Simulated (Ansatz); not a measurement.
# Ta (100): surface energy and levels

Aim: for Ta, relax the bulk, then cut the (100) surface, relax it and get its surface energy and levels.

Program: Ansatz 0.2.0. Level of theory: DFT PBE, scalar-relativistic, plane waves, PAW. These are calculated values, not measurements.

**1. The structure to begin with**

Symmetry: Im-3m, No. 229, cubic system. Conventional cell: a = 3.310 Å, b = 3.310 Å, c = 3.310 Å, α = 90.00°, β = 90.00°, γ = 90.00°. Ta (site symmetry m-3m) is surrounded by 8 Ta at 2.87 Å.

Coordinates:

```
CELL_PARAMETERS angstrom
-1.65500 1.65500 1.65500
1.65500 -1.65500 1.65500
1.65500 1.65500 -1.65500
ATOMIC_POSITIONS crystal
Ta 0.00000 0.00000 0.00000
```

**2. A first look at the start**

File input.yaml:

```yaml
crystal:
  lattice:
    - [-1.6549986157, 1.6549986157, 1.6549986157]
    - [1.6549986157, -1.6549986157, 1.6549986157]
    - [1.6549986157, 1.6549986157, -1.6549986157]
  atoms:
    - { symbol: Ta, position: [0.0, 0.0, 0.0] }
basis:
  ecutwfc: 420
kpoints:
  mp_grid: { grid: [8, 8, 8] }
hamiltonian:
  xc: pbe
scf:
  occupations: { method: gaussian, width: 0.1 }
output:
  forces: true
  stress: true
  eigenvalues: true
```

On the command line:

```
ansatz run input.yaml --threads 2 --pin off --max-ram 5120MiB --backend cpu --events-out ev --progress --plain --runs-dir out
```

What it wrote (excerpt; [...] marks lines left out):

```text
[...]
SCF converged after 6 iterations
Free energy (F): -9932.274522 eV
[...]
E sigma→0 (E₀):  -9932.272544 eV
Entropy (-TS):   -0.003955 eV (-3.955 meV/atom)
Fermi energy:    18.525881 eV
[...]
--- Forces (eV/Å), atoms counted from 1 ---
  atom   1  Ta    -0.00000000     0.00000000     0.00000000
[...]
--- Stress (GPa, compression-positive) ---
       -0.389399      -0.000000      -0.000000
       -0.000000      -0.389399      -0.000000
       -0.000000      -0.000000      -0.389399
  P = ⅓ Tr σ = -0.3894 GPa (-3.894 kbar)
--- Band table (eV; the first three rows and the last of 29) ---
  k-point 0: bands = ["-48.5539", "-14.5147", "-14.5147", "-14.5147", "10.6271", "19.2529", "19.2529", "19.2529", "22.5016", "22.5016", "33.0925"]
[...]
```

It took 0.91 s on 2 threads of Arm Neoverse V1, shared host; peak memory 0.25 GiB.

From the probe: pressure -0.4 GPa, largest force 0.00 eV/Å, gap on this mesh none (metal). By this gap the next run takes a mesh of 18×18×18.

**3. The relaxation**

input.yaml: that of step 2 with these lines changed.

```diff
@@ -10,3 +10,3 @@
 kpoints:
-  mp_grid: { grid: [8, 8, 8] }
+  mp_grid: { grid: [18, 18, 18] }
 hamiltonian:
@@ -19 +19,6 @@
   eigenvalues: true
+relax:
+  adjacent_minimum: "off"
+  f_tol: 0.005
+  max_steps: 80
+  cell: { stress_tol: 0.05 }
```

On the command line:

```
ansatz run input.yaml --threads 2 --pin off --max-ram 5120MiB --backend cpu --events-out ev --progress --plain --runs-dir out
```

What it wrote:

```text
Warning: RAYON_NUM_THREADS=2 ignored (pool sized by the plan → 2); use --threads N
Engine: ansatz 0.2.0, aarch64-unknown-linux-gnu
Pseudopotentials: kind: paw
Pseudopotential: Ta, paw, valence charge 13, recommended cutoff 420 eV (normal), Ta.paw.azcp
Functional definition: PBE
  parameter kappa = 0.804
  parameter beta = 0.06672455060314922
  exchange = pbe_x(kappa = kappa, mu = beta*pi^2/3)
  correlation = pbe_c(beta = beta)
Crystal: 1 atoms, lattice volume = 18.132 Å³
Basis set: ecut = 420 eV, 369 PW (Γ), exchange–correlation on 40×40×40 points (8 copies of the dense FFT grid, shifted against one another)
Bands: 11, of which v1, the nominal top of the filled ones, is band 7 counted from 1 (6 counted from 0)
Symmetry: 48 space group operations
Space group: Im-3m (ITA 229), of the structure as read, at distance tolerance 2.6e-5 Å
k-points: 195 of 5832
Non-local potential: Ta, projectors of the file, l = 0: 3, l = 1: 2, l = 2: 2, l = 3: 1
PAW form: soft (Blöchl's): semilocal exchange-correlation on the pseudo side does not see the compensation charge
PAW one-centre angular grid: Ta, 590 points (default); XC on 64 Gauss nodes
Initial density: superposition of atomic densities (neutral atoms: chi_scale 0, normalization atom), corrected by the library's trained network
Initial wavefunctions: pseudopotential atomic-orbital guess
Functional: x = pbe(κ = 0.804, μ = 0.2195149727645171), c = pbe(β = 0.06672455060314922)
SCF iter   1: F=—  HF=-9932.253762 eV  |F-HF|=—  |Δ(HF+E_count)|=         —  Δρ=2.09e-3  dr2=2.03e-4  ethr=1.77e-3  ⟨swp⟩=5.1  Hψ=12002  notcnv=0
preconditioner: auto → none  [metal: Δε(μ)=0.029 eV  Ē_g=8.256 eV  σ=0.100 eV  W_gap=0.16  n_scr=0 (ndim 8)  ℏωp=19.5 eV  f_vac=0.000  D(μ)=1.21/eV (n_scr^D=12)]
SCF iter   2: F=—  HF=-9932.253640 eV  |F-HF|=—  |Δ(HF+E_count)|=   1.22e-4  Δρ=9.91e-4  dr2=4.77e-5  ethr=1.56e-6  ⟨swp⟩=2.2  Hψ=4707  notcnv=0
SCF iter   3: F=—  HF=-9932.253712 eV  |F-HF|=—  |Δ(HF+E_count)|=   7.27e-5  Δρ=1.50e-4  dr2=9.57e-7  ethr=3.67e-7  ⟨swp⟩=2.1  Hψ=2566  notcnv=0
iter 4 did not close the SCF: its close was put off for the readings that it lacked (scf_convergence_deferred on its scf_iter line)
SCF iter   4: F=-9932.253713 eV  HF=-9932.253713 eV  |F-HF|=3.04e-8  |Δ(HF+E_count)|=   5.53e-7  Δρ=3.83e-5  dr2=7.56e-8  ethr=7.36e-9  ⟨swp⟩=2.0  Hψ=3322  notcnv=0
iter 5 did not close the SCF: its close was put off for the readings that it lacked (scf_convergence_deferred on its scf_iter line)
SCF iter   5: F=-9932.253713 eV  HF=-9932.253713 eV  |F-HF|=2.53e-9  |Δ(HF+E_count)|=   2.39e-8  Δρ=1.06e-5  dr2=5.50e-9  ethr=5.82e-10  ⟨swp⟩=1.0  Hψ=2085  notcnv=0
SCF iter   6: F=-9932.253713 eV  HF=-9932.253713 eV  |F-HF|=1.82e-12  |Δ(HF+E_count)|=   1.97e-9  Δρ=3.43e-7  dr2=1.11e-11  ethr=4.23e-11  ⟨swp⟩=2.9  Hψ=7252  notcnv=0
SCF 1 converged in 6 iterations: F = -9932.253713 eV  dr2 = 1.11e-11
relax step   1: F+E_penalty+E_count = -9932.25371294 eV  Δ(F+E_penalty+E_count) = +0.000e0 eV  max|allowed force component| = 0.000e0 eV/Å  Δτ_max = 0.0000 Å  P = +1.570 GPa  Ω = 18.132 Å³  (6 SCF iters, dr2 threshold 1.00e-7 eV, accepted)
Crystal: 1 atoms, lattice volume = 18.701 Å³
Initial density: handed on by an earlier stage of this run
Initial wavefunctions: those handed on with the density
iter 1 solved again at ethr=1.49e-6 eV; its pass at ethr=3.10e-3 eV (dr2=1.94e-4 eV) is discarded
SCF iter   1: F=—  HF=-9932.248446 eV  |F-HF|=—  |Δ(HF+E_count)|=         —  Δρ=9.30e-4  dr2=1.16e-4  ethr=1.49e-6  ⟨swp⟩=2.8  Hψ=15581  notcnv=0
preconditioner: auto → none  [metal: Δε(μ)=0.007 eV  Ē_g=8.012 eV  σ=0.100 eV  W_gap=0.04  n_scr=0 (ndim 8)  ℏωp=19.2 eV  f_vac=0.000  D(μ)=1.24/eV (n_scr^D=12)]
SCF iter   2: F=—  HF=-9932.248454 eV  |F-HF|=—  |Δ(HF+E_count)|=   8.49e-6  Δρ=3.44e-4  dr2=7.27e-6  ethr=8.89e-7  ⟨swp⟩=2.4  Hψ=2946  notcnv=0
SCF iter   3: F=—  HF=-9932.248471 eV  |F-HF|=—  |Δ(HF+E_count)|=   1.67e-5  Δρ=8.59e-5  dr2=3.38e-7  ethr=5.60e-8  ⟨swp⟩=2.0  Hψ=2597  notcnv=0
SCF iter   4: F=-9932.248472 eV  HF=-9932.248472 eV  |F-HF|=1.35e-9  |Δ(HF+E_count)|=   1.27e-6  Δρ=3.72e-6  dr2=2.53e-9  ethr=7.69e-10  ⟨swp⟩=5.3  Hψ=9813  notcnv=0
SCF 2 converged in 4 iterations: F = -9932.248472 eV  dr2 = 2.53e-9
relax step   2: F+E_penalty+E_count = -9932.24847213 eV  Δ(F+E_penalty+E_count) = +5.241e-3 eV  max|allowed force component| = 0.000e0 eV/Å  Δτ_max = 0.0000 Å  P = -4.275 GPa  Ω = 18.701 Å³  energy of the carried Pulay correction = -1.956e-4 eV  (4 SCF iters, dr2 threshold 1.00e-7 eV, rejected (line search))
Crystal: 1 atoms, lattice volume = 18.282 Å³
iter 1 solved again at ethr=8.30e-7 eV; its pass at ethr=3.10e-3 eV (dr2=1.08e-4 eV) is discarded
SCF iter   1: F=—  HF=-9932.254350 eV  |F-HF|=—  |Δ(HF+E_count)|=         —  Δρ=6.79e-4  dr2=5.85e-5  ethr=8.30e-7  ⟨swp⟩=2.7  Hψ=15393  notcnv=0
preconditioner: auto → none  [metal: Δε(μ)=0.024 eV  Ē_g=8.187 eV  σ=0.100 eV  W_gap=0.13  n_scr=0 (ndim 8)  ℏωp=19.4 eV  f_vac=0.000  D(μ)=1.22/eV (n_scr^D=12)]
SCF iter   2: F=—  HF=-9932.254359 eV  |F-HF|=—  |Δ(HF+E_count)|=   8.30e-6  Δρ=2.54e-4  dr2=3.90e-6  ethr=4.50e-7  ⟨swp⟩=2.4  Hψ=2936  notcnv=0
SCF iter   3: F=—  HF=-9932.254364 eV  |F-HF|=—  |Δ(HF+E_count)|=   5.67e-6  Δρ=6.06e-5  dr2=1.62e-7  ethr=3.00e-8  ⟨swp⟩=2.0  Hψ=2589  notcnv=0
SCF iter   4: F=—  HF=-9932.254366 eV  |F-HF|=—  |Δ(HF+E_count)|=   1.57e-6  Δρ=2.46e-6  dr2=1.04e-9  ethr=1.24e-9  ⟨swp⟩=2.6  Hψ=3156  notcnv=0
SCF iter   5: F=-9932.254366 eV  HF=-9932.254366 eV  |F-HF|=1.82e-12  |Δ(HF+E_count)|=  3.20e-10  Δρ=2.70e-7  dr2=5.33e-12  ethr=1.00e-12  ⟨swp⟩=4.6  Hψ=9849  notcnv=0
SCF 3 converged in 5 iterations: F = -9932.254366 eV  dr2 = 5.33e-12
relax step   3: F+E_penalty+E_count = -9932.25436593 eV  Δ(F+E_penalty+E_count) = -6.530e-4 eV  max|allowed force component| = 0.000e0 eV/Å  Δτ_max = 0.0000 Å  P = -0.047 GPa  Ω = 18.282 Å³  energy of the carried Pulay correction = -5.197e-5 eV  (5 SCF iters, accepted)
Initial wavefunctions: pseudopotential atomic-orbital guess (no wavefunctions were taken with the density)
iter 1 solved again at ethr=5.39e-8 eV; its pass at ethr=3.10e-3 eV (dr2=7.01e-6 eV) is discarded
SCF iter   1: F=—  HF=-9932.254420 eV  |F-HF|=—  |Δ(HF+E_count)|=         —  Δρ=1.60e-5  dr2=5.16e-9  ethr=5.39e-8  ⟨swp⟩=3.1  Hψ=17923  notcnv=0
preconditioner: auto → none  [metal: Δε(μ)=0.021 eV  Ē_g=8.190 eV  σ=0.100 eV  W_gap=0.12  n_scr=0 (ndim 8)  ℏωp=19.4 eV  f_vac=0.000  D(μ)=1.22/eV (n_scr^D=12)]
SCF iter   2: F=—  HF=-9932.254422 eV  |F-HF|=—  |Δ(HF+E_count)|=   2.40e-6  Δρ=7.81e-6  dr2=1.15e-9  ethr=3.97e-11  ⟨swp⟩=2.4  Hψ=3182  notcnv=0
SCF iter   3: F=-9932.254422 eV  HF=-9932.254422 eV  |F-HF|=7.28e-12  |Δ(HF+E_count)|=   1.70e-9  Δρ=3.83e-7  dr2=5.69e-12  ethr=1.00e-12  ⟨swp⟩=5.2  Hψ=11733  notcnv=0
SCF 4 converged in 3 iterations: F = -9932.254422 eV  dr2 = 5.69e-12
relax step   4: F+E_penalty+E_count = -9932.25442234 eV  Δ(F+E_penalty+E_count) = -5.641e-5 eV  max|allowed force component| = 0.000e0 eV/Å  Δτ_max = 0.0000 Å  P = -0.043 GPa  Ω = 18.282 Å³  stress off target by 4.29e-2 GPa  SCF on the basis re-selected at this cell (its energy is not comparable with the rows above)  (3 SCF iters)
basis re-selected at this cell: Δ(F+E_penalty+E_count) = -5.641e-5 eV, ΔP = +0.004 GPa vs the last step (what re-selecting the basis moved, of the pressure what is left beyond the Pulay correction that the steps carried, after the strain that the cell walked since its last selection, with what the two solves' SCF thresholds leave and, on support functions, any second-order correction that the steps lacked; it is no measure of the basis error at this ecutwfc). This SCF's stress stands 4.29e-2 GPa from its target on what of the cell is left free (relax.cell.stress_tol is 5.00e-2 GPa) and its largest allowed force component is 0.00e0 eV/Å (relax.f_tol is 5.00e-3 eV/Å): within both
SCF converged after 3 iterations
Free energy (F): -9932.254422 eV
Harris-Foulkes:  -9932.254422 eV  (|F-HF|=7.28e-12)
Internal energy: -9932.248338 eV  (E = F + TS)
E sigma→0 (E₀):  -9932.251380 eV
Entropy (-TS):   -0.006084 eV (-6.084 meV/atom)
Fermi energy:    18.338511 eV
--- Per-component energies (eV) ---
  E_band       = -107.521579
  E_kinetic    = 365.624525
  E_local      = -555.989186  (includes V_loc(G=0)·N_el)
  E_nonlocal   = 14.737827
  E_hartree    = 192.472995
  E_xc         = -218.345790
  E_vxc        = -203.897334  (∫ρ·V_xc dr)
  E_paw        = -8396.600556  (= ΣΔE_a)
  E_vpaw       = -112.943530  (= ΣTr[D̂ρ^β])
  E_aug_tail   = 0.000133  (compensation charges beyond the density's cutoff)
  E_ewald      = -1334.148286
  E_smearing   = -0.006084  (= −TS)
  E_closure    = 0.000000  (closes the sum)
  Σ components = -9932.254422   (vs F -9932.254422, Δ=0.00e0)
--- Forces (eV/Å), atoms counted from 1 ---
  atom   1  Ta     0.00000000    -0.00000000     0.00000000
  max |Σ_I F_I| component: 2.47e-32 eV/Å
--- Stress (GPa, compression-positive) ---
       -0.042924      -0.000000      -0.000000
       -0.000000      -0.042924       0.000000
        0.000000       0.000000      -0.042924
  P = ⅓ Tr σ = -0.0429 GPa (-0.429 kbar)
--- Band table (eV; the first three rows and the last of 195) ---
  k-point 0: bands = ["-48.7829", "-14.7512", "-14.7512", "-14.7512", "10.4854", "19.0634", "19.0634", "19.0634", "22.2856", "22.2856", "32.8883"]
  k-point 1: bands = ["-48.7797", "-14.7878", "-14.7626", "-14.7514", "10.6206", "18.9748", "19.0386", "19.1962", "22.1392", "22.2857", "33.0107"]
  k-point 2: bands = ["-48.7703", "-14.8922", "-14.7951", "-14.7519", "11.0127", "18.7307", "18.9335", "19.5907", "21.8323", "22.2935", "33.3197"]
  k-point 194: bands = ["-48.5934", "-15.5343", "-15.5343", "-15.5343", "14.6111", "14.6111", "25.0500", "25.0500", "25.0500", "26.8041", "26.8041"]
--- Relaxed structure (3 steps of the walk, 2 accepted, 1 SCFs on fresh bases) ---
  F+E_penalty+E_count = -9932.25442234 eV   max|allowed force component| = 0.000e0 eV/Å   (the final SCF, on the basis selected at the relaxed cell)
  cell:  # Å, volume = 18.2815 Å³
    - [-1.6595270127822888, 1.6595270127822888, 1.6595270127822888]
    - [1.6595270127822888, -1.6595270127822888, 1.6595270127822888]
    - [1.6595270127822888, 1.6595270127822888, -1.6595270127822888]
  atoms:
    - { symbol: Ta, position: [0.0, 0.0, 0.0] }
```

Run time: 5.5 s. Hardware: 2 threads of Arm Neoverse V1, shared host; peak memory 0.32 GiB.

Step by step:

| step | E - E(step 1) (eV/cell) | largest force component (eV/Å) | pressure (GPa) | volume (Å³) |
| --- | --- | --- | --- | --- |
| 1 | 0.0000 | 0.0000 | 1.57 | 18.13 |
| 2 | 0.0052 | 0.0000 | -4.28 | 18.70 |
| 3 | -0.0007 | 0.0000 | -0.05 | 18.28 |
| 4 | -0.0007 | 0.0000 | -0.04 | 18.28 |

Step 1 is the start. Step 4 repeats the geometry before it on a plane-wave basis chosen anew for that cell, so its energy need not be comparable with the rows above. Step 2 was tried and not accepted.

Lengths and angles in the start's conventional setting:

|  | before | after | change |
| --- | --- | --- | --- |
| a (Å) | 3.310 | 3.319 | +0.3 % |
| b (Å) | 3.310 | 3.319 | +0.3 % |
| c (Å) | 3.310 | 3.319 | +0.3 % |
| volume (Å³/atom) | 18.13 | 18.28 | +0.8 % |
| shortest distance (Å) | 2.867 | 2.874 | +0.3 % |
| space group (0.01 Å) | Im-3m | Im-3m | same |

Forces and stress were held to the start's 48 operations: a distortion of lower symmetry was not tested.

**4. Bulk reference on the slab's mesh**

File input.yaml:

```yaml
crystal:
  lattice:
    - [3.3190540256, 0.0, 0.0]
    - [0.0, 3.3190540256, 0.0]
    - [1.6595270128, -1.6595270128, 1.6595270128]
  atoms:
    - { symbol: Ta, position: [0.0, 0.0, 0.0] }
basis:
  ecutwfc: 420
kpoints:
  mp_grid: { grid: [10, 10, 20] }
hamiltonian:
  xc: pbe
scf:
  occupations: { method: gaussian, width: 0.1 }
output:
  forces: true
  stress: true
  eigenvalues: true
  write_density: true
  write_potential: true
  elf: true
  volumetric_format: npy
```

On the command line:

```
ansatz run input.yaml --threads 2 --pin off --max-ram 5120MiB --backend cpu --events-out ev --progress --plain --runs-dir out
```

What it wrote:

```text
Warning: RAYON_NUM_THREADS=2 ignored (pool sized by the plan → 2); use --threads N
[... 8 set-up lines as earlier in the session ...]
Crystal: 1 atoms, lattice volume = 18.282 Å³
Basis set: ecut = 420 eV, 369 PW (Γ), exchange–correlation on 48×48×40 points (8 copies of the dense FFT grid, shifted against one another)
Bands: 11, of which v1, the nominal top of the filled ones, is band 7 counted from 1 (6 counted from 0)
[... 2 set-up lines as earlier in the session ...]
k-points: 91 of 2000
[... 6 set-up lines as earlier in the session ...]
SCF iter   1: F=—  HF=-9932.255268 eV  |F-HF|=—  |Δ(HF+E_count)|=         —  Δρ=2.39e-3  dr2=4.29e-4  ethr=1.77e-3  ⟨swp⟩=5.1  Hψ=5576  notcnv=0
preconditioner: auto → none  [metal: Δε(μ)=0.014 eV  Ē_g=8.197 eV  σ=0.100 eV  W_gap=0.08  n_scr=0 (ndim 8)  ℏωp=19.4 eV  f_vac=0.000  D(μ)=1.21/eV (n_scr^D=12)]
SCF iter   2: F=—  HF=-9932.255225 eV  |F-HF|=—  |Δ(HF+E_count)|=   4.28e-5  Δρ=1.21e-3  dr2=1.09e-4  ethr=3.30e-6  ⟨swp⟩=2.3  Hψ=2169  notcnv=0
SCF iter   3: F=—  HF=-9932.255298 eV  |F-HF|=—  |Δ(HF+E_count)|=   7.25e-5  Δρ=2.14e-4  dr2=4.01e-6  ethr=8.42e-7  ⟨swp⟩=2.0  Hψ=1532  notcnv=0
SCF iter   4: F=—  HF=-9932.255298 eV  |F-HF|=—  |Δ(HF+E_count)|=   6.04e-7  Δρ=7.61e-5  dr2=3.25e-7  ethr=3.09e-8  ⟨swp⟩=2.0  Hψ=1364  notcnv=0
iter 5 did not close the SCF: its close was put off for the readings that it lacked (scf_convergence_deferred on its scf_iter line)
SCF iter   5: F=-9932.255298 eV  HF=-9932.255298 eV  |F-HF|=4.63e-8  |Δ(HF+E_count)|=   9.76e-8  Δρ=4.27e-5  dr2=9.57e-8  ethr=2.50e-9  ⟨swp⟩=1.0  Hψ=977  notcnv=0
SCF iter   6: F=-9932.255298 eV  HF=-9932.255298 eV  |F-HF|=9.31e-10  |Δ(HF+E_count)|=   3.32e-8  Δρ=5.52e-6  dr2=1.76e-9  ethr=7.37e-10  ⟨swp⟩=6.7  Hψ=5387  notcnv=0
SCF 1 converged in 6 iterations: F = -9932.255298 eV  dr2 = 1.76e-9
SCF converged after 6 iterations
Free energy (F): -9932.255298 eV
Harris-Foulkes:  -9932.255298 eV  (|F-HF|=9.31e-10)
Internal energy: -9932.249257 eV  (E = F + TS)
E sigma→0 (E₀):  -9932.252277 eV
Entropy (-TS):   -0.006041 eV (-6.041 meV/atom)
Fermi energy:    18.319174 eV
--- Per-component energies (eV) ---
  E_band       = -107.642431
  E_kinetic    = 365.592485
  E_local      = -555.788787  (includes V_loc(G=0)·N_el)
  E_nonlocal   = 14.684146
  E_hartree    = 192.345326
  E_xc         = -218.349063
  E_vxc        = -203.899247  (∫ρ·V_xc dr)
  E_paw        = -8396.585210  (= ΣΔE_a)
  E_vpaw       = -112.921365  (= ΣTr[D̂ρ^β])
  E_aug_tail   = 0.000133  (compensation charges beyond the density's cutoff)
  E_ewald      = -1334.148286
  E_smearing   = -0.006041  (= −TS)
  E_closure    = 0.000000  (closes the sum)
  Σ components = -9932.255298   (vs F -9932.255298, Δ=0.00e0)
--- Forces (eV/Å), atoms counted from 1 ---
  atom   1  Ta    -0.00000000     0.00000000    -0.00000000
  max |Σ_I F_I| component: 2.05e-31 eV/Å
--- Stress (GPa, compression-positive) ---
        0.330852       0.000000       0.000000
        0.000000       0.330852       0.000000
        0.000000       0.000000       0.330852
  P = ⅓ Tr σ = 0.3309 GPa (3.309 kbar)
--- Band table (eV; the first three rows and the last of 91) ---
  k-point 0: bands = ["-48.7970", "-14.7642", "-14.7642", "-14.7642", "10.4852", "19.0563", "19.0563", "19.0563", "22.2795", "22.2795", "32.8892"]
  k-point 1: bands = ["-48.7918", "-14.8049", "-14.7826", "-14.7826", "10.7038", "19.0247", "19.0247", "19.1605", "21.9115", "22.4046", "33.2669"]
  k-point 2: bands = ["-48.7767", "-14.9161", "-14.8364", "-14.8364", "11.3336", "18.9702", "18.9702", "19.4700", "20.9808", "22.7458", "34.3065"]
  k-point 90: bands = ["-48.6812", "-15.3293", "-15.3293", "-15.3293", "17.1044", "17.1044", "17.1044", "23.3341", "23.3341", "25.2604", "30.9451"]
```

Wall time 1 s (2 threads of Arm Neoverse V1, shared host); peak memory 0.27 GiB.

The bulk reference has the slab's in-plane cell, mesh and smearing. Its energy with the smearing taken to zero: -9932.2523 eV/atom.

**5. The (100) slab**

Miller indices refer to the conventional cell of the relaxed bulk, Im-3m (No. 229): a = 3.319 Å, b = 3.319 Å, c = 3.319 Å, α = 90.00°, β = 90.00°, γ = 90.00°.

Cut from the relaxed bulk: a (100) slab, 10.0 Å thick as cut, with 15 Å of vacuum; its outer planes are Ta (top) and Ta (bottom).

The slab as cut. Layers, bottom to top:

```csv
plane,atoms per cell,height over the lowest (Å)
1,Ta,0.00
2,Ta,1.66
3,Ta,3.32
4,Ta,4.98
5,Ta,6.64
6,Ta,8.30
7,Ta,9.96
```

[end of part 1 of 3]
